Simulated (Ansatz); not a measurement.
## SiC under uniaxial strain: field gradients at the nuclei

Cell: a measured structure from the Crystallography Open Database (COD) whose atoms were relaxed with PBE, the cell held.

```xyz
12
Lattice="1.5389 -2.6675 0.0000 1.5389 2.6675 0.0000 0.0000 0.0000 15.1219" Properties=species:S:1:pos:R:3 pbc="T T T"
Si    1.5389    1.7784   12.9704
Si    1.5389   -1.7784    5.4094
Si    1.5389   -0.0006    7.9315
Si    1.5389    0.0006    0.3706
Si    1.5389   -1.7789   10.4526
Si    1.5389    1.7789    2.8917
C     1.5389   -0.0010    9.8264
C     1.5389    0.0010    2.2655
C     1.5389    1.7786   14.8600
C     1.5389   -1.7786    7.2991
C     1.5389   -1.7787   12.3424
C     1.5389    1.7787    4.7814
```

Sites (sets of like atoms) are named by element and the number of their first atom in this list.

Computed with Ansatz: DFT, PBE, plane waves and PAW, scalar-relativistic, 420 eV cutoff, Γ-centred 16×16×3 k-points, Fermi–Dirac smearing 0.02 eV.

The cell is stretched along z (the third Cartesian axis of the run's cell), x and y held, and the ions relax again each time.

4 of the 6 sets of like atoms are followed.

```
strain along z (%)  Si1: V along z (10²¹ V/m²)  Si3: V along z (10²¹ V/m²)  Si5: V along z (10²¹ V/m²)  C11: V along z (10²¹ V/m²)
                -3                       -0.18                       -0.57                       -0.10                       -0.42
                -2                       -0.06                       -0.41                        0.00                       -0.27
                -1                        0.06                       -0.24                        0.12                       -0.12
                 0                        0.21                       -0.06                        0.26                        0.03
                +1                        0.38                        0.13                        0.41                        0.18
                +2                           ?                           ?                           ?                           ?
                +3                        0.76                        0.56                        0.79                        0.47
```

(1) Estimate the row at +2 % from the others.

## Answers

(1) Si1: 0.56; Si3: 0.34; Si5: 0.59; C11: 0.33. Worked for Si1: a straight line through the other 6 rows has a slope of 0.156 × 10²¹ V/m² per per cent of strain and gives 0.56 at +2 %, against 0.56 from the run; over all rows the step per per cent runs from 0.11 at the compressed end to 0.20 at the stretched end, so the response isn't a straight line. Worked for Si3: a straight line through the other 6 rows has a slope of 0.188 × 10²¹ V/m² per per cent of strain and gives 0.34 at +2 %, against 0.34 from the run; over all rows the step per per cent runs from 0.16 at the compressed end to 0.22 at the stretched end, so the response isn't a straight line.
